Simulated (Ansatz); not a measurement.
input.yaml (Ansatz)

```yaml
crystal:
  lattice:
    - [-4.4673487672, 4.4650726292, 2.4741517712]
    - [4.4650726292, -4.4673487672, 2.4741517712]
    - [4.4769050779, 4.4769050779, -2.4783205222]
  atoms:
    - { symbol: Hg, position: [0.9999534417, 4.65583e-05, 0.0] }
    - { symbol: Hg, position: [0.7500465583, 0.2499534417, 0.5] }
hamiltonian:
  xc: rpbe
  pseudopotentials:
    kind: paw
    azcp:
      Hg: "pseudopotentials/Hg.paw.azcp"
basis:
  ecutwfc: 420
  fft_grid_basis: typed
kpoints:
  mp_grid: { grid: [8, 8, 6], shift: [0, 0, 0] }
magnetization:
  spin_polarized: false
scf:
  occupations: { method: fermi_dirac, width: 0.1 }
  lower_state_search: "off"
output:
  stress: true
```

Output

```
Engine: ansatz 0.2.0, aarch64-unknown-linux-gnu
Pseudopotentials: kind: paw
Pseudopotential: Hg, paw, valence charge 20, recommended cutoff 420 eV (normal) 
Functional definition: RPBE
  parameter kappa = 0.804
  parameter beta = 0.06672455060314922
  exchange = rpbe_x(kappa = kappa, mu = beta*pi^2/3)
  correlation = pbe_c(beta = beta)
Crystal: 2 atoms, lattice volume = 197.830 Å³
Basis set: ecut = 420 eV, 3857 PW (Γ)
Bands: 24, of which v1, the nominal top of the filled ones, is band 20 counted from 1 (19 counted from 0)
Symmetry: 4 space group operations
Space group: C2/c (ITA 15), of the structure as read, at distance tolerance 5.8e-5 Å
k-points: 114 of 384
Non-local potential: Hg, projectors of the file, l = 0: 3, l = 1: 2, l = 2: 2, l = 3: 1
PAW form: soft (Blöchl's): semilocal exchange-correlation on the pseudo side does not see the compensation charge
PAW frozen core: Hg, regenerated for the run's functional, and the local potential with it (the file was generated under x = pbe(κ = 0.804, μ = 0.2195149727645171), c = pbe(β = 0.06672455060314922))
PAW one-centre angular grid: Hg, 590 points (default); XC on 64 Gauss nodes
Initial density: superposition of atomic densities (neutral atoms: chi_scale 0, normalization atom), corrected by the library's trained network
Initial wavefunctions: pseudopotential atomic-orbital guess
Functional: x = rpbe, c = pbe(β = 0.06672455060314922)
SCF iter   1: F=—  HF=-27656.626721 eV  |F-HF|=—  |Δ(HF+E_count)|=         —  Δρ=1.27e-3  dr2=5.76e-3  ethr=1.77e-3  ⟨swp⟩=5.6  Hψ=11347  notcnv=0
SCF iter   2: F=—  HF=-27656.625966 eV  |F-HF|=—  |Δ(HF+E_count)|=   7.55e-4  Δρ=4.35e-4  dr2=7.80e-4  ethr=1.44e-5  ⟨swp⟩=2.1  Hψ=4980  notcnv=0
SCF iter   3: F=—  HF=-27656.625888 eV  |F-HF|=—  |Δ(HF+E_count)|=   7.79e-5  Δρ=1.88e-4  dr2=1.29e-4  ethr=1.95e-6  ⟨swp⟩=2.9  Hψ=4084  notcnv=0
SCF iter   4: F=—  HF=-27656.625895 eV  |F-HF|=—  |Δ(HF+E_count)|=   6.52e-6  Δρ=4.20e-5  dr2=4.81e-6  ethr=3.21e-7  ⟨swp⟩=2.0  Hψ=4104  notcnv=0
SCF iter   5: F=—  HF=-27656.625844 eV  |F-HF|=—  |Δ(HF+E_count)|=   5.04e-5  Δρ=9.79e-6  dr2=2.15e-7  ethr=1.20e-8  ⟨swp⟩=2.0  Hψ=4105  notcnv=0
SCF iter   6: F=-27656.625844 eV  HF=-27656.625844 eV  |F-HF|=1.64e-8  |Δ(HF+E_count)|=   3.92e-7  Δρ=2.11e-6  dr2=1.40e-8  ethr=2.50e-10  ⟨swp⟩=4.9  Hψ=9246  notcnv=0
SCF 1 converged in 6 iterations: F = -27656.625844 eV  dr2 = 1.40e-8
SCF converged after 6 iterations
Free energy (F): -27656.625844 eV
Harris-Foulkes:  -27656.625844 eV  (|F-HF|=1.64e-8)
Internal energy: -27656.625844 eV  (E = F + TS)
E sigma→0 (E₀):  -27656.625844 eV
Fermi energy:    0.262173 eV
--- Per-component energies (eV) ---
  E_band       = -1310.924324
  E_kinetic    = 1211.658465
  E_local      = -8927.106895  (includes V_loc(G=0)·N_el)
  E_nonlocal   = 144.614384
  E_hartree    = 3837.112498
  E_xc         = -441.078863
  E_vxc        = -522.416453  (∫ρ·V_xc dr)
  E_paw        = -19922.093965  (= ΣΔE_a)
  E_vpaw       = -891.910009  (= ΣTr[D̂ρ^β])
  E_aug_tail   = 0.001901  (compensation charges beyond the density's cutoff)
  E_ewald      = -3559.618583
  E_core_change = -0.114787  (= ΣΔE_core)
  E_smearing   = -0.000000  (= −TS)
  E_closure    = 0.000000  (closes the sum)
  Σ components = -27656.625844   (vs F -27656.625844, Δ=0.00e0)
--- Stress (GPa, compression-positive) ---
        0.057168       0.000075      -0.000018
        0.000075       0.057168      -0.000018
       -0.000018      -0.000018       0.033773
  P = ⅓ Tr σ = 0.0494 GPa (0.494 kbar)
```
